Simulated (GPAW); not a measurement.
A run of GPAW 26.7.0 is set up as follows.

run.py

```python
import numpy as np
from ase.dft.bandgap import bandgap
from ase.io import read, write
from gpaw import GPAW, PW
from gpaw.response.df import DielectricFunction

atoms = read('ZnSe.xyz')

calc = GPAW(mode=PW(500),
            xc='LDA',
            kpts={'size': (7, 7, 7), 'gamma': True},
            occupations={'name': 'fermi-dirac', 'width': 0.001},
            nbands=18,
            convergence={'density': 1e-06},
            maxiter=150,
            txt='gpaw.txt')
atoms.calc = calc
energy = atoms.get_potential_energy()
calc.write('gs.gpw')
write('result.traj', atoms)
print(f'Energy: {energy:.6f} eV')
print('Fermi level:', round(calc.get_fermi_level(), 4), 'eV')
print(f'Gap: {bandgap(calc)[0]:.4f} eV, direct: {bandgap(calc, direct=True)[0]:.4f} eV')

for size in [(20, 20, 20)]:
    name = 'x'.join(str(n) for n in size)
    dense = calc.fixed_density(kpts={'size': size, 'gamma': True},
                               nbands=35, convergence={'bands': 29, 'eigenstates': 1e-7},
                               update_fermi_level=True, txt=f'dense-{name}.txt')
    dense.write(f'{name}.gpw', mode='all')
    df = DielectricFunction(f'{name}.gpw', frequencies=np.array([0.0]), hilbert=False, eta=0.001,
                            ecut=80, nbands=29, intraband=False, txt=f'df-{name}.txt')
    for xc in ['RPA']:
        for direction in ['x', 'y', 'z', [0, 1, 1], [1, 0, 1], [1, 1, 0]]:
            e0, e = df.get_macroscopic_dielectric_constant(xc=xc, direction=direction)
            print(f'{name} {xc} {direction}: {e0:.4f} without, {e:.4f} with local fields')
```

File ZnSe.xyz:

```xyz
2
Lattice="0.0000000000 2.8710911185 2.8710911185 2.8710911185 0.0000000000 2.8710911185 2.8710911185 2.8710911185 0.0000000000" Properties=species:S:1:pos:R:3 pbc="T T T"
Se     4.3066366777      4.3066366777      4.3066366777
Zn     0.0000000000      0.0000000000      0.0000000000
```

Potentials or basis: the program's PAW data sets (release 1.2.1) made for this functional, pw.

The run is started by

```sh
$ OMP_NUM_THREADS=1 python run.py
```

(1) Predict the electronic dielectric tensor (diagonal).

(2) Estimate the band gap on the k mesh.

## Answers

(1) 7.52.

(2) 0.89 eV, direct.

Caveat: the long-wavelength limit can be off by several per cent where d states take part.

**Experimental background.**

A printed reference work, textbook reports, for a bulk crystal of ZnSe: high-frequency dielectric constant 5.9.

The gap isn't set beside the measured one, since this odd mesh misses points on the zone boundary. Measured high-frequency dielectric constant of ZnSe: 5.9 (a printed reference work, textbook). This calculation gives 7.52 (+27.5 %).
